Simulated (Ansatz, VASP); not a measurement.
InAs in VASP and in Ansatz

```
In As
1.0
     0.00000    3.02400    3.02400
     3.02400    0.00000    3.02400
     3.02400    3.02400    0.00000
In As
1 1
Direct
  0.00000 0.00000 0.00000
  0.75000 0.75000 0.75000
```

Alike in both runs: task single point; functional LDA; k mesh 16 × 16 × 16; occupations gaussian, width 0.15 eV; no spin polarisation.

|  | VASP | Ansatz |
| --- | --- | --- |
| version | VASP 6.6.1 | Ansatz 0.2.0 |
| potentials or method | VASP PAW LDA potentials, release 64 (In_d, As) | scalar-relativistic, plane waves, PAW |
| plane-wave cutoff (eV) | 520 | 420 |
| valence electrons in the cell | 18 | 28 |

|  | VASP | Ansatz | Ansatz less VASP |
| --- | --- | --- | --- |
| gap on the k mesh at the Fermi level (eV) | none | none | - |
| pressure (GPa) | -0.5 | -0.6 | -0.14 |

A gap of «none» marks a metal or a gap that the smearing closes. The two sets of potentials don't hold the same shells in valence.

Caveats: this crystal is a semiconductor, whose small gap the functional closes, so the metal is an error of the method.
